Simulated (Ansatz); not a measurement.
Crystal: CsSnI3.

```xyz
5
Lattice="6.2057 0.0000 0.0000 0.0000 6.2057 0.0000 0.0000 0.0000 6.2057" Properties=species:S:1:pos:R:3 pbc="T T T"
Cs    0.0000    0.0000    0.0000
I     3.1029    3.1029    0.0000
I     3.1029    0.0000    3.1029
I     0.0000    3.1029    3.1029
Sn    3.1029    3.1029    3.1029
```

- Program: Ansatz 0.2.0
- Task: relaxation of cell and atoms
- Functional: RPBE
- Potentials or basis: Ansatz PAW
- Cutoff: 420 eV (not typed: the program's choice for these potentials)
- k mesh: 5 × 5 × 5
- Occupations: fermi-dirac, width 0.05 eV
- Spin: no spin polarisation

At the start: volume 47.80 Å³/atom.

Question: Where does the relaxation end?

Answer: It ends after 5 steps and the volume is 52.96 Å³/atom (+10.8 %); space group Pm-3m (No. 221, to 0.05 Å).

Step by step:
```tsv
step	energy change (eV)	largest force (eV/Å)	volume (Å³)
1	0.0000	0.0000	238.99
2	-0.0824	0.0000	250.09
3	-0.1158	0.0000	262.30
4	-0.1164	0.0000	264.79
5	-0.1180	0.0000	264.79
```

Final structure:
```xyz
5
Lattice="6.4215 0.0000 0.0000 0.0000 6.4215 0.0000 0.0000 0.0000 6.4215" Properties=species:S:1:pos:R:3 pbc="T T T"
Cs    0.0000    0.0000    0.0000
I     3.2107    3.2107    0.0000
I     3.2107    0.0000    3.2107
I     0.0000    3.2107    3.2107
Sn    3.2107    3.2107    3.2107
```

Caveat: the plane-wave basis is chosen anew once the cell has moved, so the energies of steps on either side of that aren't comparable; the volume moved by +11 % from the deposited cell, more than functionals usually miss; the PAW data sets come from PBE, with cores solved anew for the run's functional, which leaves a small shift of forces and pressure.
